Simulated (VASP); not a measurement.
# GaN (F-43m) in VASP: settings compared

The runs below take GaN through relaxation of cell and atoms, single point, with r2SCAN0, PBE, HSE06.

Everything below comes from runs of VASP 6.6.1. Logs are shortened: lines on timing, memory, paths and dates and some standing lists are left out, and cuts for length are marked.

**The experiment to reproduce.**

A printed reference work, textbook reports, for a bulk crystal of GaN at 0 K: band gap 3.299 eV (direct).

The runs below are set against these values where they give the same quantity.

## 1. The structure

It takes space group F-43m (No. 216, cubic). The conventional cell has a = 4.507 Å, b = 4.507 Å, c = 4.507 Å, α = 90.00°, β = 90.00°, γ = 90.00°. Around Ga (site symmetry -43m) lie 4 N at 1.95 Å. N (site symmetry -43m) has 4 Ga at 1.95 Å as nearest neighbours.

The cell is a database's computed one.

## 2. Relaxation of cell and atoms, r2SCAN0

POSCAR reads:

```
GaN
1.0
    0.0000000000      2.2535006075      2.2535006075
    2.2535006075      0.0000000000      2.2535006075
    2.2535006075      2.2535006075      0.0000000000
Ga N
1 1
Direct
    0.0000000000      0.0000000000      0.0000000000
    0.2500000000      0.2500000000      0.2500000000
```

INCAR.step1 reads:

```
SYSTEM = GaN
ALGO = Normal
EDIFF = 1E-5
ENCUT = 600
GGA = PE
ISMEAR = 0
LASPH = .True.
LCHARG = .False.
LREAL = .False.
LWAVE = .True.
NELM = 80
PREC = Accurate
SIGMA = 0.05
```

INCAR.step2 reads:

```
SYSTEM = GaN
AEXX = 0.25
ALGO = Normal
EDIFF = 1E-6
EDIFFG = -0.02
ENCUT = 600
IBRION = 2
ISIF = 3
ISMEAR = 0
ISTART = 1
LASPH = .True.
LCHARG = .False.
LHFCALC = .True.
LMIXTAU = .True.
LREAL = .False.
LWAVE = .False.
METAGGA = R2SCAN
NELM = 80
NSW = 60
PREC = Accurate
PRECFOCK = Fast
SIGMA = 0.05
```

KPOINTS reads:

```
k-points
0
Gamma
  5 5 5
  0 0 0
```

Potentials or basis: VASP PAW PBE potentials, release 64 (Ga_d, N).

Started as:

```
$ cat potpaw_PBE.64/Ga_d/POTCAR potpaw_PBE.64/N/POTCAR > POTCAR
$ cp INCAR.step1 INCAR
$ mpirun -np 1 vasp_std > vasp.out
$ cp INCAR.step2 INCAR
$ mpirun -np 1 vasp_std > vasp.out
```

OUTCAR:

```text
SYSTEM = GaN
   AEXX = 0.25
   EDIFF = 1E-6
   EDIFFG = -0.02
   ENCUT = 600
   IBRION = 2
   ISIF = 3
   ISMEAR = 0
   ISTART = 1
   LASPH = .True.
   LHFCALC = .True.
   LREAL = .False.
   METAGGA = R2SCAN
   NELM = 80
   NSW = 60
   PREC = Accurate
   PRECFOCK = Fast

 ion  position               nearest neighbor table
   1  0.000  0.000  0.000-   2 1.95   2 1.95   2 1.95   2 1.95
   2  0.250  0.250  0.250-   1 1.95   1 1.95   1 1.95   1 1.95

  LATTYP: Found a face centered cubic cell.
 ALAT       =     4.5070012150

  Lattice vectors:

 A1 = (   0.0000000000,   2.2535006075,   2.2535006075)
 A2 = (   2.2535006075,   0.0000000000,   2.2535006075)
 A3 = (   2.2535006075,   2.2535006075,   0.0000000000)

Analysis of symmetry for initial positions (statically):
=====================================================================
 Subroutine PRICEL returns:
 Original cell was already a primitive cell.

 Routine SETGRP: Setting up the symmetry group for a
 face centered cubic supercell.

 Subroutine GETGRP returns: Found 24 space group operations
 (whereof 24 operations were pure point group operations)
 out of a pool of 48 trial point group operations.

The static configuration has the point symmetry T_d .

Analysis of symmetry for dynamics (positions and initial velocities):
=====================================================================
 Subroutine PRICEL returns:
 Original cell was already a primitive cell.

 Routine SETGRP: Setting up the symmetry group for a
 face centered cubic supercell.

 Subroutine GETGRP returns: Found 24 space group operations
 (whereof 24 operations were pure point group operations)
 out of a pool of 48 trial point group operations.

The dynamic configuration has the point symmetry T_d .

 Subroutine INISYM returns: Found 24 space group operations
 (whereof 24 operations are pure point group operations),
 and found     1 'primitive' translations

----------------------------------------------------------------------------------------

                                     Primitive cell

  volume of cell :      22.8877

  direct lattice vectors                    reciprocal lattice vectors
     0.000000000  2.253500607  2.253500607    -0.221877020  0.221877020  0.221877020
     2.253500607  0.000000000  2.253500607     0.221877020 -0.221877020  0.221877020
     2.253500607  2.253500607  0.000000000     0.221877020  0.221877020 -0.221877020

  length of vectors
     3.186931122  3.186931122  3.186931122     0.384302272  0.384302272  0.384302272

  position of ions in fractional coordinates (direct lattice)
     0.000000000  0.000000000  0.000000000
     0.250000000  0.250000000  0.250000000

  ion indices of the primitive-cell ions
   primitive index   ion index
                 1           1
                 2           2

----------------------------------------------------------------------------------------

 KPOINTS: k-points

Automatic generation of k-mesh.
 Grid dimensions read from file:
 generate k-points for:    5    5    5

 Generating k-lattice:

  Cartesian coordinates                     Fractional coordinates (reciprocal lattice)
    -0.044375404  0.044375404  0.044375404     0.200000000  0.000000000  0.000000000
     0.044375404 -0.044375404  0.044375404     0.000000000  0.200000000  0.000000000
     0.044375404  0.044375404 -0.044375404     0.000000000  0.000000000  0.200000000

  Length of vectors
     0.076860454  0.076860454  0.076860454

  Shift w.r.t. Gamma in fractional coordinates (k-lattice)
     0.000000000  0.000000000  0.000000000

 Subroutine IBZKPT returns following result:
 ===========================================

 Found     10 irreducible k-points:

 Following reciprocal coordinates:
            Coordinates               Weight
  0.000000  0.000000  0.000000      1.000000
  0.200000  0.000000  0.000000      8.000000
  0.400000  0.000000  0.000000      8.000000
  0.200000  0.200000  0.000000      6.000000
  0.400000  0.200000  0.000000     24.000000
 -0.400000  0.200000  0.000000     24.000000
 -0.200000  0.200000  0.000000     12.000000
  0.400000  0.400000  0.000000      6.000000
 -0.400000  0.400000  0.000000     12.000000
 -0.400000  0.400000  0.200000     24.000000
   k-points           NKPTS =     10   k-points in BZ     NKDIM =    125   number of bands    NBANDS=     13
   number of dos      NEDOS =    301   number of ions     NIONS =      2
   total plane-waves  NPLWV =  21952
   dimension x,y,z NGX =    28 NGY =   28 NGZ =   28
   dimension x,y,z NGXF=    56 NGYF=   56 NGZF=   56
   ions per type =               1   1
   NGX,Y,Z   is equivalent  to a cutoff of  14.61, 14.61, 14.61 a.u.
   NGXF,Y,Z  is equivalent  to a cutoff of  29.21, 29.21, 29.21 a.u.
 SYSTEM =  GaN
   PREC   = accura    normal or accurate (medium, high low for compatibility)
   ISTART =      1    job   : 0-new  1-cont  2-samecut
   ICHARG =      0    charge: 1-file 2-atom 10-const
   ISPIN  =      1    spin polarized calculation?
   LNONCOLLINEAR =      F non collinear calculations
   LSORBIT =      F    spin-orbit coupling
   LASPH  =      T    aspherical Exc in radial PAW
   ENCUT  =  600.0 eV  44.10 Ry    6.64 a.u.   6.37  6.37  6.37*2*pi/ulx,y,z
   NELM   =     80;   NELMIN=  2; NELMDL=  0     # of ELM steps
   EDIFF  = 0.1E-05   stopping-criterion for ELM
   LREAL  =      F    real-space projection
   EDIFFG = -.2E-01   stopping-criterion for IOM
   NSW    =     60    number of steps for IOM
   IBRION =      2    ionic relax: 0-MD 1-quasi-New 2-CG
   NFREE  =      1    steps in history (QN), initial steepest desc. (CG)
   ISIF   =      3    stress and relaxation
   ISYM   =      3    0-nonsym 1-usesym 2-fastsym
   POTIM  = 0.5000    time-step for ionic-motion
   TEBEG  =    0.0;   TEEND  =   0.0 temperature during run
   PSTRESS=    0.0 pullay stress
   NELECT =      18.0000    total number of electrons
   NUPDOWN=      -1.0000    fix difference up-down
   EMIN   =  10.00;   EMAX   =-10.00  energy-range for DOS
   EFERMI =   0.00;   METHOD = LEGACY
   ISMEAR =     0;   SIGMA  =   0.05  broadening in eV -4-tet -1-fermi 0-gaus
   EFERMI_NEDOS =   21; number of points for ismear=-14 and -15
   IALGO  =     38    algorithm
   IMIX   =      1    mixing-type and parameters
     AMIX     =   0.40;   BMIX     =  1.00
     AMIX_MAG =   1.60;   BMIX_MAG =  1.00
  volume/ion in A,a.u.               =      11.44        77.23
  Fermi-wavevector in a.u.,A,eV,Ry     =   1.511117  2.855596 31.068543  2.283473
  Thomas-Fermi vector in A             =   2.621216
   LORBIT       =      0    0 simple, 1 ext, 2 COOP (PROOUT), +10 PAW based schemes
   METAGGA = R2SCAN    functional components
   LHFCALC =     T    Hartree Fock is set to
   PRECFOCK=fast      Normal, Fast or Accurate (Low or Medium for compatibility)
   ENCUT4O =  -1.0   cutoff for four orbital integrals eV
   NKREDX  =     1    reduce k-point grid by
   NKREDY  =     1    reduce k-point grid by
   NKREDZ  =     1    reduce k-point grid by
   AEXX    =    0.2500 exact exchange contribution
   HFSCREEN=    0.0000 screening length (either q_TF or 0.3 A-1)
   HFSCREENC=   0.0000 screening length for correlation (either q_TF or 0.3 A-1)
   ENCUTFOCK=  -1.0 apply spherical cutoff to Coloumb kernel
   IVDW    =     0    specifies the selected vdW correction
   LEPSILON=     F    determine dielectric tensor
   LRPA    =     F    only Hartree local field effects (RPA)
 conjugate gradient relaxation of ions
 non-spin polarized calculation
 Gauss-broadening in eV      SIGMA  =   0.05
  energy-cutoff  :      600.00
  volume of cell :       22.89
 maximum number of plane-waves:       785
 NGX is ok and might be reduce to    28
  NGX = 16; NGY = 16; NGZ = 16

--------------------------------------- Ionic step        1  -------------------------------------------

 number of electron      18.0000005 magnetization

 Free energy of the ion-electron system (eV)
  ---------------------------------------------------
  ext. energy  EPLUGINS =         0.00000000
  ---------------------------------------------------
  free energy    TOTEN  =       -23.10961322 eV

  energy without entropy =      -23.10961322  energy(sigma->0) =      -23.10961322

------------------------ aborting loop because EDIFF is reached ----------------------------------------

  FORCE on cell =-STRESS in cart. coord.  units (eV):
  Direction    XX          YY          ZZ          XY          YZ          ZX
  --------------------------------------------------------------------------------------
  -------------------------------------------------------------------------------------
  Total       -0.5558915     -0.5558915     -0.5558915     -0.0000000      0.0000000      0.0000000
  in kB      -38.9132598    -38.9132598    -38.9132598     -0.0000000      0.0000000      0.0000000
  external PRESSURE =     -38.9132598 kB  Pullay stress =       0.0000000 kB
[... 57 lines left out ...]
  energy  without entropy=      -23.1093228534  energy(sigma->0) =      -23.10932285

--------------------------------------- Ionic step        3  -------------------------------------------

 number of electron      18.0000003 magnetization

 Free energy of the ion-electron system (eV)
  ---------------------------------------------------
  ext. energy  EPLUGINS =         0.00000000
  ---------------------------------------------------
  free energy    TOTEN  =       -23.11554332 eV

  energy without entropy =      -23.11554332  energy(sigma->0) =      -23.11554332

 E-fermi :   4.4183     XC(G=0):  -9.8672

 val. band max:        4.1187830078   @ k =   0.0000   0.0000   0.0000
 cond. band min:       8.2819690603   @ k =   0.0000   0.0000   0.0000
 fundamental gap:      4.1631860525
 Fermi energy:         4.4182977854

 k-point     1 :       0.0000    0.0000    0.0000
  band No.  band energies     occupation
      1     -14.0206      2.00000
      2     -11.7930      2.00000
      3     -11.7930      2.00000
      4     -11.7930      2.00000
      5     -11.4386      2.00000
      6     -11.4386      2.00000
      7       4.1188      2.00000
      8       4.1188      2.00000
      9       4.1188      2.00000
     10       8.2820      0.00000
     11      17.4313      0.00000
     12      17.4314      0.00000
     13      17.4314      0.00000
[... 171 lines left out ...]
  FREE ENERGIE OF THE ION-ELECTRON SYSTEM (eV)
  ---------------------------------------------------
  free  energy   TOTEN  =       -23.1155433179 eV

  energy  without entropy=      -23.1155433179  energy(sigma->0) =      -23.11554332

 reached required accuracy - stopping structural energy minimisation
```

Wall time 11 min (1 thread of Intel Xeon Platinum 8488C (Sapphire Rapids), shared host); peak memory 0.17 GiB.

Results:

```
Free energy                            : -23.1155 eV
Relaxed volume                         : 11.21 Å³/atom
Relaxed cell                           : a = 3.165 Å, b = 3.165 Å, c = 3.165 Å, α = 60.00°, β = 60.00°, γ = 60.00°
Space group after relaxing (to 0.05 Å) : F-43m (No. 216)
Energy gained by relaxing              : 3.0 meV/atom
Ionic steps                            : 3
Pressure after relaxing                : -0.1 GPa
Band gap on the k mesh                 : 4.16 eV, direct
```

Step by step:
```
step  energy change (eV)  largest force (eV/Å)  pressure (GPa)  volume (Å³)
   1              0.0000                0.0000           -3.89        22.89
   2              0.0003                0.0000            4.59        21.98
   3             -0.0059                0.0000           -0.07        22.42
```

Final structure:
```cif
data_structure
_symmetry_space_group_name_H-M 'P 1'
_symmetry_Int_Tables_number 1
_cell_length_a 3.1653
_cell_length_b 3.1653
_cell_length_c 3.1653
_cell_angle_alpha 60.000
_cell_angle_beta 60.000
_cell_angle_gamma 60.000
_cell_volume 22.42
loop_
_atom_site_label
_atom_site_type_symbol
_atom_site_fract_x
_atom_site_fract_y
_atom_site_fract_z
_atom_site_occupancy
Ga1 Ga 0.00000 0.00000 0.00000 1
N1 N 0.25000 0.25000 0.25000 1
```

Caveat: the k mesh is coarse (spacing up to 0.48 Å⁻¹), so the values aren't converged, least of all with exact exchange; the PAW data sets were made with another functional, which shifts forces and pressure a little.

## 3. Single point, PBE

INCAR reads:

```
  PREC = Accurate
  ENCUT = 520
  EDIFF = 1E-6
  ISMEAR = 0
  SIGMA = 0.023
  LREAL = False
  LASPH = True
  NELM = 80
  ALGO = Fast
  ISIF = 2
  LWAVE = False
  LCHARG = False
  GGA = PE
  NBANDS = 16
```

KPOINTS reads:

```
regular mesh
0
Gamma
  10 10 10
```

POSCAR is that of step 2.

Potentials or basis: VASP PAW PBE potentials, release 64 (Ga_d, N).

Started as:

```
$ cat potpaw_PBE.64/Ga_d/POTCAR potpaw_PBE.64/N/POTCAR > POTCAR
$ mpirun -np 1 vasp_std > vasp.out
```

Wall time 12 s (1 thread of Intel Xeon Platinum 8259CL at 2.50GHz (Skylake/Cascade Lake), shared host); peak memory 0.14 GiB.

Results (log left out):

```yaml
Free_energy: -12.1432 eV
Pressure: 5.0 GPa
Band_gap_on_the_k_mesh: 1.72 eV, direct
```

Levels at points of the mesh, in eV from the valence-band top:
```
           k point  band 5  band 6  band 7  band 8  band 9  band 10  band 11  band 12  band 13  band 14
(0.00, 0.00, 0.00)  -13.12  -13.12    0.00    0.00    0.00     1.72    10.30    10.30    10.30    17.61
(0.50, 0.00, 0.00)  -13.07  -11.88   -7.04   -0.97   -0.97     4.64     8.73    10.37    10.37    15.63
(0.50, 0.50, 0.00)  -13.04  -11.45   -6.12   -2.70   -2.70     3.35     6.66    11.71    13.96    13.96
```

## 4. Single point, HSE06, spin-orbit coupling, no magnetisation

POSCAR is that of step 3.

INCAR.step1 reads:

```
SYSTEM = GaN
ALGO     = Normal         ! electronic algorithm
EDIFF    = 1E-5           ! SCF threshold, eV
ENCUT    = 520            ! plane-wave cutoff, eV
GGA      = PE             ! functional
GGA_COMPAT= .False.      
ISIF     = 2              ! what is computed and relaxed
ISMEAR   = 0              ! smearing method
KPAR     = 4            
LASPH    = .True.         ! aspherical terms in the spheres
LCHARG   = .False.        ! write CHGCAR
LORBIT   = 11             ! projections on sites
LREAL    = .False.        ! projectors in reciprocal space
LSORBIT  = .True.         ! spin-orbit coupling
LWAVE    = .True.         ! write WAVECAR
MAGMOM   = 0 0 0 0 0 0    ! initial moments
NBANDS   = 30             ! bands
NELM     = 80             ! most SCF steps
PREC     = Accurate       ! precision mode
SIGMA    = 0.02           ! smearing width, eV
```

INCAR.step2 reads:

```
SYSTEM = GaN
ALGO     = Normal         ! electronic algorithm
EDIFF    = 1E-7           ! SCF threshold, eV
ENCUT    = 520            ! plane-wave cutoff, eV
GGA      = PE             ! functional
GGA_COMPAT= .False.      
HFSCREEN = 0.2            ! screening, 1/A
ISIF     = 2              ! what is computed and relaxed
ISMEAR   = 0              ! smearing method
ISTART   = 1            
KPAR     = 4            
LASPH    = .True.         ! aspherical terms in the spheres
LCHARG   = .False.        ! write CHGCAR
LHFCALC  = .True.         ! exact exchange
LORBIT   = 11             ! projections on sites
LREAL    = .False.        ! projectors in reciprocal space
LSORBIT  = .True.         ! spin-orbit coupling
LWAVE    = .False.        ! write WAVECAR
MAGMOM   = 0 0 0 0 0 0    ! initial moments
NBANDS   = 30             ! bands
NELM     = 80             ! most SCF steps
PREC     = Accurate       ! precision mode
PRECFOCK = Fast         
SIGMA    = 0.02           ! smearing width, eV
```

KPOINTS reads:

```
k-points
0
Gamma
  8 8 8
  0 0 0
```

Started as:

```
$ cat potpaw_PBE.64/Ga_d/POTCAR potpaw_PBE.64/N/POTCAR > POTCAR
$ cp INCAR.step1 INCAR
$ mpirun -np 4 vasp_ncl > vasp.out
$ cp INCAR.step2 INCAR
$ mpirun -np 4 vasp_ncl > vasp.out
```

It took 1.6 h on 4 MPI ranks of Intel Xeon Platinum 8488C (Sapphire Rapids), shared host; peak memory 0.35 GiB.

The run converged. Its results:

```yaml
Free_energy: -14.7786 eV
Pressure: -1.3 GPa
Valence_electrons_inside_the_program's_atomic_spheres: Ga 11.85; N 3.76
```

Caveat: the PAW data sets were made with another functional, which shifts forces and pressure a little.

## 5. Summary

| task | level | spin | cell | k mesh | cutoff (eV) | smearing | grid for exact exchange (PRECFOCK) | exchange at q = 0 | ladder | screening parameter | mesh quality | gap on the mesh (eV) | pressure (GPa) |
| --- | --- | --- | --- | --- | --- | --- | --- | --- | --- | --- | --- | --- | --- |
| relaxation of cell and atoms | r2SCAN0 | off | relaxed | 5 × 5 × 5 | 600 | gaussian 0.05 eV | Fast | default | - | - | coarse | 4.16 | -0.1 |
| single point | PBE | off | as given | 10 × 10 × 10 | 520 | gaussian 0.023 eV | - | - | - | - | not flagged | 1.72 | 5.0 |
| single point | HSE06 | SOC, no magnetisation | as given | 8 × 8 × 8 | 520 | gaussian 0.02 eV | Fast | - | gaps | 0.2 1/A | not flagged | - | -1.3 |

Alike in all rows: potentials or basis VASP PAW PBE potentials, release 64 (Ga_d, N).

Caveats: some runs use coarse meshes; the PAW data sets were made with another functional, which shifts forces and pressure a little (some runs).

Absolute energies hang on the potentials; compare differences alone.

## 6. How close it comes

Step 3. Against the measured gap of GaN, 3.299 eV (direct; 0 K; a printed reference work, textbook), the calculated 1.72 eV is off by -1.57 eV. Spin-orbit coupling on Ga is left out. The value is that of PBE, without temperature or zero-point motion. Semilocal functionals fall short of measured gaps as a rule. The cell is a database's relaxed one, not the measured one, which moves gaps too.
